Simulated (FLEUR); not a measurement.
# Lu: single point with PBE

Lu:

```
Lu
1.0
    -1.95411    1.95411    1.95411
     1.95411   -1.95411    1.95411
     1.95411    1.95411   -1.95411
Lu
1
Direct
  0.00000 0.00000 0.00000
```

This isn't the form of Lu at room conditions, which is hcp.

| Property | Result |
| --- | --- |
| Program | FLEUR MaX-R8.1 (later development tree) |
| Task | single point |
| Functional | PBE |
| Potentials or basis | all-electron |
| Basis | FLAPW |
| Kmax | 3.8 1/bohr |
| k mesh | 10 × 10 × 10 |
| Occupations | fermi-dirac, width 0.05 eV |
| Spin | no spin polarisation |
| Gmax | 11.8 1/bohr |
| Muffin-tin radii | Lu 2.66 bohr |
| lmax | Lu 11 |
| Local orbitals a species | Lu 4 |
| Max iterations | 60 |
| Mixing factor | 0.05 |
| Mixer | Anderson |
| Mixer history | 15 |
| Density convergence | 1e-05 me/bohr^3 |

- Band gap on the k mesh: none (metal or under the smearing width)
- Valence electrons inside the program's atomic spheres: Lu 22.92 (radii Lu 2.66 bohr)

Levels at points of the mesh, in eV from the Fermi level:
| k point | band 9 | band 10 | band 11 | band 12 | band 13 | band 14 | band 15 | band 16 |
| --- | --- | --- | --- | --- | --- | --- | --- | --- |
| (0.00, 0.00, 0.00) | -5.12 | -5.12 | -5.12 | -5.10 | 2.10 | 2.10 | 2.10 | 4.29 |
| (0.00, 0.00, 0.50) | -5.13 | -5.12 | -5.11 | -2.50 | 0.39 | 0.41 | 4.04 | 5.01 |
| (0.50, 0.50, 0.50) | -5.11 | -5.11 | -5.11 | -1.46 | -1.46 | 5.57 | 5.57 | 5.57 |

Core levels (eV from the Fermi level):
```csv
atom,levels
1 Lu,"1s1/2 -63160.6, 2s1/2 -10741.1, 2p1/2 -10250.6, 2p3/2 -9133.0, 3s1/2 -2430.7, 3p1/2 -2214.0, 3p3/2 -1975.6, 4s1/2 -480.4, 3d3/2 -1608.4, 3d5/2 -1556.3, 4p1/2 -392.2, 4p3/2 -337.9, 4d3/2 -193.1, 4d5/2 -183.2"
```

It took 29 s on 1 thread of Arm Neoverse V1, on a shared host, peak memory 0.07 GiB.

Spin-orbit coupling is left out, which matters for the levels of Lu.
